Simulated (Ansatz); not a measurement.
# GeS: the cost of one run

Program: Ansatz 0.2.0. Level of theory: DFT PBE+D3(BJ), scalar-relativistic, plane waves, PAW. These are calculated values, not measurements.

3 further runs of the same task are left out: 1 that didn't finish, 2 set aside as unsound or not needed.

## 1. The system as given

The structure is orthorhombic, space group Pnma (No. 62). Conventional cell: a = 10.656 Å, b = 3.679 Å, c = 4.358 Å, α = 90.00°, β = 90.00°, γ = 90.00°. Ge (site symmetry m) is surrounded by 3 S at 2.46 Å. S (site symmetry m) is surrounded by 3 Ge at 2.46 Å.

As a file:

```xyz
8
Lattice="10.6563 0.0000 0.0000 0.0000 3.6794 0.0000 0.0000 0.0000 4.3581" Properties=species:S:1:pos:R:3 pbc="T T T"
Ge    1.3262    0.9198    0.5894
Ge    4.0019    2.7595    2.7684
Ge    6.6544    0.9198    1.5897
Ge    9.3301    2.7595    3.7687
S     9.0514    0.9198    2.1569
S     6.9331    2.7595   -0.0221
S     3.7233    0.9198    4.3802
S     1.6049    2.7595    2.2012
```

This cell was relaxed beforehand with the same method: volume 21.36 Å³/atom, gap on the mesh 1.24 eV.

## 2. Bands, states and charges

File input.yaml:

```yaml
crystal:
  lattice:
    - [10.6563156411, 0.0, 0.0]
    - [0.0, 3.6793767028, 0.0]
    - [0.0, 0.0, 4.3580862076]
  atoms:
    - { symbol: Ge, position: [0.1244538396, 0.25, 0.1352405821] }
    - { symbol: Ge, position: [0.3755461604, 0.75, 0.6352405821] }
    - { symbol: Ge, position: [0.6244538396, 0.25, 0.3647594179] }
    - { symbol: Ge, position: [0.8755461604, 0.75, 0.8647594179] }
    - { symbol: S, position: [0.8493944104, 0.25, 0.4949234731] }
    - { symbol: S, position: [0.6506055896, 0.75, -0.0050765269] }
    - { symbol: S, position: [0.3493944104, 0.25, 1.0050765269] }
    - { symbol: S, position: [0.1506055896, 0.75, 0.5050765269] }
basis:
  ecutwfc: 420
kpoints:
  mp_grid: { grid: [4, 8, 6] }
  band_path:
    path:
      - [[0.0, 0.0, 0.0], [0.5, 0.0, 0.0], [0.5, 0.5, 0.0], [0.0, 0.5, 0.0], [0.0, 0.0, 0.0], [0.0, 0.0, 0.5], [0.5, 0.0, 0.5], [0.5, 0.5, 0.5], [0.0, 0.5, 0.5], [0.0, 0.0, 0.5]]
      - [[0.5, 0.0, 0.0], [0.5, 0.0, 0.5]]
      - [[0.0, 0.5, 0.0], [0.0, 0.5, 0.5]]
      - [[0.5, 0.5, 0.0], [0.5, 0.5, 0.5]]
    npoints: 14
hamiltonian:
  xc: pbe
  dispersion: d3bj
scf:
  occupations: { method: gaussian, width: 0.02 }
  n_extra_bands: 20
output:
  forces: true
  stress: true
  eigenvalues: true
  populations: true
  dos: { projected: true, de: 0.02, nscf_kmesh: { grid: [6, 12, 9] } }
  bader: true
  write_density: true
  write_potential: true
  elf: true
  volumetric_format: npy
```

Launch:

```sh
$ ansatz run input.yaml --threads 2 --pin off --max-ram 5120MiB --backend cpu --events-out ev --progress --plain --runs-dir out
```

What time and memory should one allow on 2 threads of Arm Neoverse V1, shared host?

About 1.8 min, with a peak of 1.2 GiB.
